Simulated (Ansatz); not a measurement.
C in Ansatz: the effect of exact exchange

The system is C.

```xyz
2
Lattice="0.0000 1.7834 1.7834 1.7834 0.0000 1.7834 1.7834 1.7834 0.0000" Properties=species:S:1:pos:R:3 pbc="T T T"
C     1.5249    1.7105    1.5709
C     2.9336    2.7480    2.8876
```

This isn't the form of C at room conditions, which is graphite.

The cell isn't the ideal one: all atoms moved at random, sigma 0.25 Å a component.

Alike in all runs:

```yaml
Program: Ansatz 0.2.0
Task: single point
Functional: HSE06 form with a typed share of exact exchange
Potentials_or_basis: Ansatz PAW
Cutoff: "420 eV (not typed: the program's choice for these potentials)"
k_mesh: 7 × 7 × 7
Occupations: fermi-dirac, width 0.05 eV
Spin: no spin polarisation
```

| exact exchange | pressure (GPa) | largest force (eV/Å) |
| --- | --- | --- |
| 0.05 | 87.2 | 15.65 |
| 0.1 | 85.7 | 15.59 |
| 0.15 | ? | ? |
| 0.2 | 82.7 | 15.41 |
| 0.25 | 81.2 | 15.38 |
| 0.3 | 79.5 | 15.39 |

Problem. What does the run with exact exchange 0.15 give?

Solution. Pressure 84.2 GPa; largest force 15.50 eV/Å.

Worked out: A straight line through the other rows of the pressure, of slope -30.6 GPa per unit of exact exchange, gives 84.2 GPa, against the run's 84.2. A parabola through the other rows of the largest force, of slope -1.38 eV/Å per unit of exact exchange there, gives 15.48 eV/Å, against the run's 15.50.

Caveats: all runs use coarse meshes; a pressure of tens of GPa on the cell as given is suspect, and the run, the potentials or the cell itself is likely at fault; the PAW data sets come from PBE, with cores solved anew for the run's functional, which leaves a small shift of forces and pressure; forces of over 1 eV/Å show positions far from the minimum, so gaps and moduli don't describe the material at rest; the thresholds are loose for stress.
